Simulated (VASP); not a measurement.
Runs of VASP 6.6.1 on SiC. Symmetry: Imm2, No. 44, orthorhombic system. Conventional cell: a = 3.079 Å, b = 3.136 Å, c = 4.354 Å, α = 90.00°, β = 90.00°, γ = 90.00°. Around Si (site symmetry mm2) lie 4 C at 1.89 to 1.91 Å. Around C (site symmetry mm2) lie 4 Si at 1.89 to 1.91 Å. The cell was built by a generator and isn't the measured one.

```tsv
task	level	spin	cell	k mesh	cutoff (eV)	grid for exact exchange (PRECFOCK)	exchange at q = 0	screening parameter	gap on the mesh (eV)	pressure (GPa)	largest force (eV/Å)
band structure	PBE0	off	Imm2, 10.51 Å³/atom	6 × 4 × 6	520	Normal	truncated	-	2.86	-5.3	0.13
band structure	PBE	off	Imm2, 10.51 Å³/atom	8 × 6 × 8	520	-	-	-	1.27	-0.1	0.14
electrostatic potential	PBE	off	Imm2, 10.51 Å³/atom	8 × 6 × 8	520	-	-	-	1.27	-0.1	0.14
band structure	HSE06	off	Imm2, 10.51 Å³/atom	7 × 5 × 7	520	Normal	-	0.2 1/A	(a)	(b)	0.13
band structure	PBE	non-collinear, zero start, SOC	Imm2, 10.51 Å³/atom	8 × 6 × 8	520	-	-	-	-	-0.1	0.14
relaxation of cell and atoms	PBE	off	relaxed	8 × 6 × 8	600	-	-	-	1.28	0.0	-
```

Alike in all rows: potentials or basis VASP PAW PBE potentials, release 64 (Si, C); smearing gaussian 0.02 eV.

**Question.** Estimate the missing entries.

**Answer.** (a) 2.15; (b) -5.2.

Caveats: the PAW data sets were made with another functional, which shifts forces and pressure a little (some runs); the real-space grid breaks the cell's symmetry a little (some runs).

A k mesh can miss the band edges.
